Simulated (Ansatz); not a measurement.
# Tetragonal CuI monolayer in a perpendicular field, part 2 of 2

Wanted: the out-of-plane response of the tetragonal CuI monolayer. A positive field points along +c.

Ansatz 0.2.0; plane-wave DFT, PBE-D3(BJ), Ansatz PAW (set soft_1); PAW set soft_1.

So far. Step 2 (Relaxing the slab): The lattice constant a goes from 4.200 to 3.997 Å.

**3. Single point, field 0**

A sawtooth potential applies the field, turning back in the middle of the vacuum. With the dipole correction the typed value is the field outside the slab. The induced dipole is small, so the SCF threshold is tight.

The cell differs from the one that the last finished run ended in (c 37.775 → 21.488 Å).

input.yaml

```yaml
crystal:
  lattice:
    - [3.9974305673, 0.0, 0.0]
    - [0.0, 3.9974305673, 0.0]
    - [0.0, 0.0, 21.4877728283]
  atoms:
    - { symbol: I, position: [0.5, 0.0, 0.4188428495] }
    - { symbol: Cu, position: [0.0, 0.0, 0.5] }
    - { symbol: Cu, position: [0.5, 0.5, 0.5] }
    - { symbol: I, position: [0.0, 0.5, 0.5811571505] }
kpoints:
  mp_grid: { grid: [10, 10, 1] }
  band_path:
    path: [[0, 0, 0], [0.5, 0, 0], [0.5, 0.5, 0], [0, 0, 0]]
    npoints: 16
hamiltonian:
  xc: pbe
  dispersion: d3bj
  pseudopotentials: { kind: paw, azcp: { folder: soft_1 } }
scf:
  occupations: { method: fermi_dirac, width: 0.02585 }
  convergence: { dr2_threshold: 1.0e-10 }
efield:
  axis: 3
  dipole_correction: true
  ramp_position: 0.97
  ramp_width: 0.06
  amplitude: 0
output:
  dos: { projected: true, e_range: [-6, 5] }
  write_potential: true
  write_density: true
  volumetric_format: npy
  elf: true
```

The run is started by

```bash
> ansatz run input.yaml --threads 2 --pin off --max-ram 3072MiB --backend cpu --events-out ev --progress --plain --runs-dir out
```

Numbers of over 12 decimals in the logs are rounded to 6 here.

The program printed:

```text
[...]
Crystal: 4 atoms, lattice volume = 343.363 Å³
Basis set: ecut = 420 eV, 6719 PW (Γ)
Bands: 44, of which v1, the nominal top of the filled ones, is band 36 counted from 1 (35 counted from 0)
Symmetry: 8 space group operations
k-points: 21 of 100
[...]
SCF iter   1: F=—  HF=-28278.679678 eV  |F-HF|=—  |Δ(HF+E_count)|=         —  Δρ=4.16e-2  dr2=4.05e0  ethr=3.10e-3  p=0.000 e·Å  D=1.06e-13 V/Å  ΔV_dip=-0.00 eV  dr2_dipole=3.56e-8  V_vac-E_F(+/−)=3.73/3.73 eV  ⟨swp⟩=12.9  Hψ=4890  notcnv=0
efield: sawtooth ramp at fractional position 0.9700 (set: `efield.ramp_position`, or a place that a band, a saddle search or an elastic batch's reference lends), width 0.0600; the density the first Hamiltonian is built on has a dipole p = 0.000 e·Å; the dipole correction subtracts the counter field D = 1.06e-13 V/Å, which shifts the + side's vacuum level by -0.00 eV against the − side's; the planar-averaged density in the ramp window peaks in size at 1.6e-5 e/Å³
[...]
SCF iter   2: F=—  HF=-28278.857184 eV  |F-HF|=—  |Δ(HF+E_count)|=   1.78e-1  Δρ=3.59e-2  dr2=2.68e0  ethr=3.10e-3  p=0.000 e·Å  D=3.15e-5 V/Å  ΔV_dip=-0.00 eV  dr2_dipole=6.33e-8  V_vac-E_F(+/−)=4.37/4.37 eV  ⟨swp⟩=3.4  Hψ=2184  notcnv=0  defer=71
[...]
SCF iter  13: F=-28278.008982 eV  HF=-28278.008982 eV  |F-HF|=1.06e-10  |Δ(HF+E_count)|=  1.75e-10  Δρ=1.00e-7  dr2=5.77e-11  ethr=1.00e-12  p=-0.000 e·Å  D=-1.16e-7 V/Å  ΔV_dip=0.00 eV  dr2_dipole=6.61e-13  V_vac-E_F(+/−)=3.60/3.60 eV  ⟨swp⟩=15.0  Hψ=3861  notcnv=0
SCF 1 converged in 13 iterations: F = -28278.008982 eV  dr2 = 5.77e-11
[...]
NSCF: frozen V_eff on 49 k-points
efield: sawtooth ramp at fractional position 0.9700 (kept from the solve that this one continues, or follows in the run), width 0.0600; the density the first Hamiltonian is built on has a dipole p = -0.000 e·Å; the dipole correction subtracts the counter field D = -1.16e-7 V/Å, which shifts the + side's vacuum level by +0.00 eV against the − side's; the planar-averaged density in the ramp window peaks in size at 1.6e-5 e/Å³
[...]
SCF converged after 13 iterations
Free energy (F): -28278.008982 eV
[...]
Internal energy: -28278.008982 eV  (E = F + TS)
E sigma→0 (E₀):  -28278.008982 eV
Fermi energy:    0.471479 eV
Dipole field:    D = 0.000001 V/Å  (p = 0.000001 e·Å, saw-weighted, corrected)
Work function:   Φ+ = 3.5983 eV   Φ− = 3.5983 eV
Levels:          The Fermi level and band energies are counted from a zero that moves with the ramp; work functions are not
[...]
--- Band table (eV; the first three rows and the last of 21) ---
  k-point 0: bands = [... 32 lower, -1.7965, -1.5965, -0.6090, -0.6090, 1.4997, 3.0025, 3.0356, 3.7919, ... 4 higher]
  k-point 1: bands = [... 32 lower, -1.6599, -1.5322, -0.8334, -0.6130, 1.7264, 2.9723, 3.4630, 3.7695, ... 4 higher]
  k-point 2: bands = [... 32 lower, -1.5430, -1.4018, -1.1848, -0.6299, 2.1220, 2.6720, 3.7044, 4.1595, ... 4 higher]
  k-point 20: bands = [... 32 lower, -2.1449, -2.1449, -1.4711, -1.4711, 2.6943, 2.6943, 2.7977, 2.7977, ... 4 higher]
```

The job ended after 32 s (2 threads of Arm Neoverse V2, shared host; peak memory 0.79 GiB).

Reading the cycles: dr2 is the Hartree energy of the density residual (eV), the measure of convergence; HF is the Harris–Foulkes estimate of the energy, which meets the free energy F at convergence.

This step gave:

- gap on the k-mesh: 2.109 eV
- dipole along the normal: 1.36e-6 e·Å
- gap along the path: 2.109 eV
- smallest direct gap along the path: 2.109 eV
- ionisation energy, upper face: 4.679 eV
- electron affinity, upper face: 2.570 eV
- gap, the smaller of path and mesh: 2.109 eV

Running mean over a fixed 2.5 Å (it still follows the layers) of the planar mean; the ramp of the sawtooth is left out. The electron's electrostatic potential energy less the Fermi level by z:

z (Å), electron's electrostatic potential energy less the Fermi level (eV) and a bar from the least value:
```
      3.0       3.60 ##############################
      3.5       3.60 ##############################
      4.0       3.60 ##############################
      4.5       3.60 ##############################
      5.0       3.60 ##############################
      5.5       3.59 ##############################
      6.0       3.56 ##############################
      6.5       3.42 ##############################
      7.0       2.82 ############################
      7.5       1.24 ########################
      8.0      -0.56 ###################
      8.5      -2.28 ###############
      9.0      -3.84 ###########
      9.5      -6.40 ####
     10.0      -7.87 
     10.5      -7.66 #
     11.0      -7.67 #
     11.5      -7.85 
     12.0      -6.34 ####
     12.5      -3.79 ###########
     13.0      -2.24 ###############
     13.5      -0.52 ###################
     14.0       1.28 ########################
     14.5       2.85 ############################
     15.0       3.43 ##############################
     15.5       3.56 ##############################
     16.0       3.59 ##############################
     16.5       3.60 ##############################
     17.0       3.60 ##############################
     17.5       3.60 ##############################
     18.0       3.60 ##############################
     18.5       3.60 ##############################
```

The density of states has structure finer than the step of the table below, so its rows give means over 0.2 eV, whole bins alone (the curve runs from -6 to 3.02 eV). Peaks (eV: height): -5.17: 12.8, -4.95: 16.2, -3.05: 37.1, -2.72: 24.3, -2.00: 21.7, -1.92: 15.1, 2.30: 11.9.

The density of states by energy, zero at the Fermi level of the run, which the smearing sets inside the gap; means over each step:

```tsv
energy (eV)	density of states (states/eV a cell)
-5.8	1.23
-5.6	1.08
-5.4	0.878
-5.2	5.30
-5.0	10.9
-4.8	6.37
-4.6	7.63
-4.4	6.03
-4.2	4.24
-4.0	2.10
-3.8	0.00824
-3.6	2.06
-3.4	5.90
-3.2	8.67
-3.0	17.1
-2.8	11.2
-2.6	13.5
-2.4	4.73
-2.2	4.32
-2.0	13.1
-1.8	7.90
-1.6	5.40
-1.4	3.64
-1.2	2.71
-1.0	0.112
-0.8	0
-0.6	0
-0.4	0
-0.2	0
0.0	0
0.2	0
0.4	0
0.6	0
0.8	0
1.0	0.0206
1.2	0.258
1.4	0.383
1.6	0.721
1.8	2.89
2.0	3.42
2.2	5.49
2.4	5.88
2.6	3.53
2.8	1.76
```

Projected DOS per atom over height of the atomic layer and energy from the Fermi level. Layers: I Cu2 I from below.

Ten even steps from '0' (0.0 states/eV) to '9' (6.7 states/eV), each cell a mean:
```
000
010
010
000
000
000
000
000
000
000
111
131
141
060
090
040
000
111
313
414
000
000
```
Columns: height of the atomic layer (Å) from 9 to 12.5; rows upwards: energy from the Fermi level (eV) from -5.96 to 2.95.

The electronic bands at the labelled points (eV, zero at the Fermi level of the run, which the smearing sets inside the gap):

```tsv
point	band 33	band 34	band 35	band 36	band 37	band 38	band 39	band 40
Γ	-2.27	-2.07	-1.08	-1.08	1.03	2.53	2.56	3.32
halfway	-1.97	-1.79	-1.78	-1.12	1.82	1.97	3.29	3.81
X	-1.96	-1.96	-1.36	-1.36	1.76	1.76	4.05	4.05
halfway	-2.32	-2.32	-1.75	-1.75	2.25	2.25	3.02	3.02
M	-2.62	-2.62	-1.94	-1.94	2.22	2.22	2.33	2.33
halfway	-2.06	-1.95	-1.93	-1.61	2.52	2.65	2.68	3.70
Γ	-2.27	-2.07	-1.08	-1.08	1.03	2.53	2.56	3.32
```

Valence density in the ca plane at fractional y = 0.000, with atoms of I and Cu within 0.2 Å of it. It is the smooth field of the valence electrons, not physical close to the nuclei.

Ten steps, logarithmic in the rise over the least value, from '0' (0 e/Å³) to '9' (46 e/Å³), each cell a mean:
```
00000000000000000000001588510000000000000000
00000000000000000000111233200000000000000000
00000000000000000012211110000000000000000000
00000000000000000135541100000000000000000000
00000000000000000257762100000000000000000000
00000000000000000146652100000000000000000000
00000000000000000123421100000000000000000000
00000000000000000011111111100000000000000000
00000000000000000000001366310000000000000000
00000000000000000000001699610000000000000000
```
Columns run along c (16.0 Å, from fractional 0.09 to 0.83 of the cell), rows up along a (4.0 Å). Atoms in or near the plane, at fractional coordinates: I at (0.42, 0.50), Cu at (0.50, 0.00).

Electrostatic potential energy in the ca plane at fractional y = 0.000, with atoms of I and Cu within 0.2 Å of it. With pseudopotentials it is smooth inside the atoms' cores, unlike the true potential.

Values in eV, 6 rows by 16 columns, each cell a mean:
```
  4   4   4   4   4   4   3   0 -23 -29   1   4   4   4   4   4
  4   4   4   4   4   3  -8 -23  -5  -2   3   4   4   4   4   4
  4   4   4   4   4   3 -23 -19 -13   3   4   4   4   4   4   4
  4   4   4   4   4   3 -20 -28 -10   2   4   4   4   4   4   4
  4   4   4   4   4   4  -2 -12  -8  -9   3   4   4   4   4   4
  4   4   4   4   4   4   3   1 -27 -34   1   3   4   4   4   4
```
Columns run along c (16.0 Å, from fractional 0.09 to 0.83 of the cell; values clipped at the 3rd and 97th percentile), rows up along a (4.0 Å). Atoms in or near the plane, at fractional coordinates: I at (0.42, 0.50), Cu at (0.50, 0.00).

ELF in the ca plane at fractional y = 0.000, with atoms of I and Cu within 0.2 Å of it. It is the smooth field of the valence electrons, not physical close to the nuclei.

Ten even steps from '0' (0.00) to '9' (0.79), each cell a mean:
```
00000000000000000123321244211100000000000000
00000000000000125788863112211100000000000000
00000000000001368998787321111000000000000000
00000000000002479974347631100000000000000000
00000000000002589854535641000000000000000000
00000000000002589953336641100000000000000000
00000000000001479986567521110000000000000000
00000000000000247999885212211000000000000000
00000000000000012456542122211100000000000000
00000000000000000001111277211100000000000000
```
Columns run along c (16.0 Å, from fractional 0.09 to 0.83 of the cell), rows up along a (4.0 Å). Atoms in or near the plane, at fractional coordinates: I at (0.42, 0.50), Cu at (0.50, 0.00).

The gap is 2.11 eV, with the valence edge 4.68 eV and the conduction edge 2.57 eV under the upper vacuum level. Spin-orbit coupling, left out in this run, matters for the bands of elements this heavy.

**4. Single point, field 0.1 V/Å**

input.yaml: that of step 3 with these lines changed.

```diff
@@ -25,7 +25,6 @@
   dipole_correction: true
-  ramp_position: 0.97
-  ramp_width: 0.06
-  amplitude: 0
+  ramp_position: 0.9577
+  ramp_width: 0.0847
+  amplitude: 0.1
 output:
-  dos: { projected: true, e_range: [-6, 5] }
   write_potential: true
@@ -33,2 +32 @@
   volumetric_format: npy
-  elf: true
```

The program printed:

```text
[...]
Crystal: 4 atoms, lattice volume = 343.363 Å³
Basis set: ecut = 420 eV, 6719 PW (Γ)
Bands: 44, of which v1, the nominal top of the filled ones, is band 36 counted from 1 (35 counted from 0)
Symmetry: 8 space group operations
k-points: 21 of 100
[...]
k-point 0: bands = [... 32 lower, -1.7973, -1.5973, -0.6097, -0.6097, 1.4965, 2.9946, 3.0347, 3.5496, ... 4 higher]
  k-point 1: bands = [... 32 lower, -1.6607, -1.5330, -0.8341, -0.6137, 1.7230, 2.9683, 3.4404, 3.6227, ... 4 higher]
  k-point 2: bands = [... 32 lower, -1.5438, -1.4026, -1.1855, -0.6306, 2.1181, 2.6701, 3.6849, 3.9288, ... 4 higher]
  k-point 20: bands = [... 32 lower, -2.1464, -2.1449, -1.4719, -1.4719, 2.6933, 2.6933, 2.7953, 2.7983, ... 4 higher]
[key lines of the parts left out:]
SCF converged after 13 iterations
Free energy (F): -28278.011435 eV
Fermi energy:    0.469582 eV
Dipole field:    D = 0.025861 V/Å  (p = 0.049073 e·Å, saw-weighted, corrected)
```

Elapsed: 33 s, on 2 threads; peak memory 0.67 GiB; 65 s of CPU time.

The dipole is 0.0491 e·Å, and the gap 2.106 eV.

**5. Atoms held, field -0.1 V/Å**

input.yaml: that of step 4 with these lines changed.

```diff
@@ -27,3 +27,3 @@
   ramp_width: 0.0847
-  amplitude: 0.1
+  amplitude: -0.1
 output:
```

The program printed:

```text
[...]
Crystal: 4 atoms, lattice volume = 343.363 Å³
Basis set: ecut = 420 eV, 6719 PW (Γ)
Bands: 44, of which v1, the nominal top of the filled ones, is band 36 counted from 1 (35 counted from 0)
Symmetry: 8 space group operations
k-points: 21 of 100
[...]
k-point 0: bands = [... 32 lower, -1.7971, -1.5971, -0.6095, -0.6095, 1.4967, 2.9947, 3.0349, 3.5496, ... 4 higher]
  k-point 1: bands = [... 32 lower, -1.6605, -1.5328, -0.8339, -0.6135, 1.7232, 2.9684, 3.4405, 3.6228, ... 4 higher]
  k-point 2: bands = [... 32 lower, -1.5436, -1.4025, -1.1853, -0.6304, 2.1182, 2.6703, 3.6850, 3.9289, ... 4 higher]
  k-point 20: bands = [... 32 lower, -2.1463, -2.1448, -1.4717, -1.4717, 2.6934, 2.6934, 2.7954, 2.7984, ... 4 higher]
[key lines of the parts left out:]
SCF converged after 13 iterations
Free energy (F): -28278.011435 eV
Fermi energy:    0.469741 eV
Dipole field:    D = -0.025861 V/Å  (p = -0.049072 e·Å, saw-weighted, corrected)
```

Run time: 33 s. Hardware: 2 threads; peak memory 0.67 GiB.

The dipole is -0.0491 e·Å, and the gap 2.106 eV.

**6. Response, atoms held**

This step: plane-wave DFT, PBE-D3(BJ), Ansatz PAW (set soft_1); response to a field along the normal, atoms held; PAW set soft_1 (Ansatz 0.2.0).

The dipoles give the slope, and the difference of two potentials shows where the field is screened.

Numbers from this step:

```yaml
equivalent_conductor_thickness_p_eps_0ae: 5.557 Å
distance_between_the_outer_atoms: 3.488 Å
```

Dipole of the cell against applied field:

```tsv
applied field (V/Å)	dipole of the cell (e·Å)
-0.1000	-0.0491
0.0000	1.4e-6
0.1000	0.0491
```

Local field over the applied field, running mean. From the potentials at -0.1 and 0.1 V/Å; running mean over 2.5 Å. The local field over applied field by z:

```tsv
z (Å)	local field over applied field
4.5	0.998
5.0	0.994
5.5	0.983
6.0	0.956
6.5	0.893
7.0	0.777
7.5	0.619
8.0	0.447
8.5	0.287
9.0	0.170
9.5	0.112
10.0	0.0973
10.5	0.0981
11.0	0.0980
11.5	0.0974
12.0	0.113
12.5	0.172
13.0	0.291
13.5	0.452
14.0	0.623
14.5	0.780
15.0	0.896
15.5	0.957
16.0	0.984
16.5	0.994
17.0	0.998
```

Electrons, planar mean, per unit field. Table of induced electron density by z:

```tsv
z (Å)	induced electron density (e/Å³ per V/Å)
4.5	9.0e-6
5.0	2.7e-5
5.5	7.6e-5
6.0	2.1e-4
6.5	5.5e-4
7.0	0.00132
7.5	0.00267
8.0	0.00324
8.5	0.00155
9.0	6.9e-4
9.5	-7.2e-5
10.0	-5.3e-4
10.5	-1.8e-4
11.0	1.8e-4
11.5	5.2e-4
12.0	6.3e-5
12.5	-7.2e-4
13.0	-0.00159
13.5	-0.00326
14.0	-0.00264
14.5	-0.00130
15.0	-5.4e-4
15.5	-2.0e-4
16.0	-7.4e-5
16.5	-2.6e-5
17.0	-8.8e-6
```

The smaller of the gaps on the path and on the k-mesh, counted as 0 under 0.03 eV. The gap stays at 2.11 eV for applied field from -0.1 to 0.1 V/Å.

By hand: between -0.1 and 0.1 V/Å the dipole changes by 0.09815 e·Å, a slope of 0.4907 e·Å²/V. A perfect conductor of thickness t has p = ε₀AEt, so t = 180.95 × 0.4907 / 15.979 = 5.56 Å (e/ε₀ = 180.95 V·Å, A in Å²).

The induced dipole is that of a conductor 5.56 Å thick.

**7. Results**

```json
{"gap without field": "2.11 eV", "ionisation energy, upper face": "4.68 eV", "electron affinity, upper face": "2.57 eV", "equivalent conductor thickness, atoms held": "5.56 Å"}
```

In words: The induced dipole equals that of a perfect conductor 5.56 Å thick, while the outer atoms lie 3.49 Å apart; an out-of-plane ε follows only once a thickness t is chosen, by 1 − 1/ε = 5.56 Å / t. The gap stays within 0.01 eV of 2.11 eV over the fields run, up to 0.1 V/Å in size. Semilocal functionals give gaps that are too small, and excitons are not included. Spin-orbit coupling is left out, which matters for the bands of elements this heavy.

[Logs are printed without paths, hosts, clocks, repeated set-up lines and the standing remarks that a program may print on its own settings, such as how far it seeks lower states.]

[Hosts, paths, dates, database ids (printed as entryN), source tags and the programs' standing remarks are cut or masked in the printed files.]

[Maps of the electrostatic potential energy from Ansatz leave out the sawtooth potential of an applied field or a dipole correction, so their vacuum need not be flat; planar profiles and work functions include it.]

[The density of states shown here was stored with 400 of the rows of the run's finer table, so its peaks can read low, often by over a quarter, or be missed, and its means over a window can be off by a tenth or more.]
